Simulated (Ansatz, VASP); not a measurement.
GaP2 in VASP and in Ansatz

```
CELL_PARAMETERS angstrom
2.55641 0.00000 0.00000
0.00000 2.55641 0.00000
0.00000 0.00000 7.76191
ATOMIC_POSITIONS crystal
Ga 0.00000 0.00000 0.50000
P 0.00000 0.00000 0.85289
P 0.00000 0.00000 0.14711
```

Alike in both runs: functional PBE; k mesh 18 × 18 × 6; occupations gaussian, width 0.1 eV; no spin polarisation.

Ansatz relaxed the structure, and its values are those at the end. VASP's run is a single point on that final structure, the one shown.

```csv
,VASP,Ansatz
version,VASP 6.6.1,Ansatz 0.2.0
potentials or method,"VASP PAW PBE potentials, release 64 (Ga_d, P)","scalar-relativistic, plane waves, PAW"
plane-wave cutoff (eV),520,420
valence electrons in the cell,23,23
```

VASP gave:

| Quantity | Value |
| --- | --- |
| gap on the k mesh at the Fermi level (eV) | none |
| pressure (GPa) | -0.1 |
| rms of the force components (eV/Å) | 0.015 |

Task: Which values does Ansatz return?

Result: gap on the k mesh at the Fermi level (eV): none; pressure (GPa): 0.0; rms of the force components (eV/Å): 0.001.

A gap of «none» marks a metal or a gap that the smearing closes. With one functional, cell and mesh, what is left measures potentials, basis and numerics.
